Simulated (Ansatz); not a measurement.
**BaTiO3: energy along a strain**

BaTiO3, Pm-3m, a = 4.019 Å. The structure is a COD entry; whether it is the stable form wasn't checked. Ansatz: PBE, PAW, 420 eV, Γ-centred 8×8×8 mesh on 5 atoms, Gaussian smearing 0.05 eV; no spin polarisation. Cell vectors (Å): 4.019 0.000 0.000; 0.000 4.019 0.000; 0.000 0.000 4.019. The cell is strained by x per cent times the pattern (0 0 1 0 0 0) in the order xx yy zz yz xz xy (engineering shears), with fractional coordinates held. y is the free energy over the start, V0 = 12.986 Å³/atom.

| x (%) | y (meV/atom) |
| --- | --- |
| -6.00 | ? |
| -4.50 | 27.21 |
| -3.00 | 11.46 |
| -1.50 | 2.71 |
| 0.00 | 0.00 |
| 1.50 | 2.41 |
| 3.00 | 9.25 |
| 4.50 | 19.80 |
| 5.25 | 26.30 |
| 6.00 | 33.52 |

Q: Fit y = c2 x² + c3 x³ to the other rows, get the stiffness along the pattern, and predict the missing energy.

A: Least squares on the rows shown. y = 1.1628 x² − 0.039322 x³. The clamped-ion stiffness p·C·p = 2 × 11.63 eV × 160.2 / 12.986 Å³ = 287 GPa, which is C33 in these axes (C11 of the cubic crystal). At x = -6.00 the fit asked for gives 50.35 meV/atom. The run gave 51.13 meV/atom, so the fit is 0.78 meV/atom too low, 1.5 % of the span of the series, against an rms of 0.11 meV/atom on the fitted rows. The row lies outside the fitted range. With a term in x⁴ added, a fit to the same known rows predicts 51.10 meV/atom, so most of the miss is curvature that the known rows already hold.

Symmetry holds off the tilts and polar distortions that many cubic perovskites undergo.

Cost: 10 runs of about 1.2 core-minutes in all, on Arm Neoverse V2 (shared hosts).